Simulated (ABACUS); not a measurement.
Runs of ABACUS 3.10.1 on GaP. Symmetry: F-43m, No. 216, cubic system. The conventional cell has a = 5.451 Å, b = 5.451 Å, c = 5.451 Å, α = 90.00°, β = 90.00°, γ = 90.00°. Ga (site symmetry -43m) is surrounded by 4 P at 2.36 Å. P (site symmetry -43m) has 4 Ga at 2.36 Å as nearest neighbours. 

```csv
task,level,potentials or basis,cell,k mesh,cutoff (eV),radial cutoff of the potentials (pseudo_rcut),optimiser,force threshold,max steps,cell moves,mesh quality,gap on the mesh (eV),pressure (GPa),V0 of scaled cells (Å³/atom),B0 (GPa)
single point,PW91,"PseudoDojo NC SR 0.5 PBE stringent, plane waves",as given,6 × 6 × 6,1551,10 bohr,-,-,-,-,not flagged,1.64,2.4,-,-
relaxation of cell and atoms,PW91,"PseudoDojo NC SR 0.5 PBE stringent, plane waves",relaxed,6 × 6 × 6,1551,10 bohr,ASE LBFGS,0.03 eV/Å,60,yes,not flagged,(c),0.1,-,-
equation of state,M06-L,"SG15 ONCV 1.2 PBE, plane waves",as given,5 × 5 × 5,1279,10 bohr,-,-,-,-,coarse,-,-,20.33,81
single point,r2SCAN,"SG15 ONCV 1.2 PBE, plane waves",as given,5 × 5 × 5,1279,7 bohr,-,-,-,-,not flagged,1.82,(b),-,-
equation of state,LDA-PW92,"PseudoDojo NC SR 0.4.1 LDA standard, plane waves",as given,6 × 6 × 6,1102,10 bohr,-,-,-,-,not flagged,-,-,19.55,(a)
```

Alike in all rows: no spin polarisation; smearing fermi-dirac 0.05 eV.

Problem. Fill in the values left out.

Solution. (a) 90; (b) -1.8; (c) 1.54.

Caveats: some runs use coarse meshes; the potentials were made for another functional, which shifts forces and pressure (some runs); an odd mesh through Γ misses points on the zone boundary, where band edges often lie (some runs).

A k mesh can miss the band edges, and the runs leave out spin-orbit coupling on Ga.

The runs don't all hold the same shells in valence.

Runs at the PBE level aren't shown here.
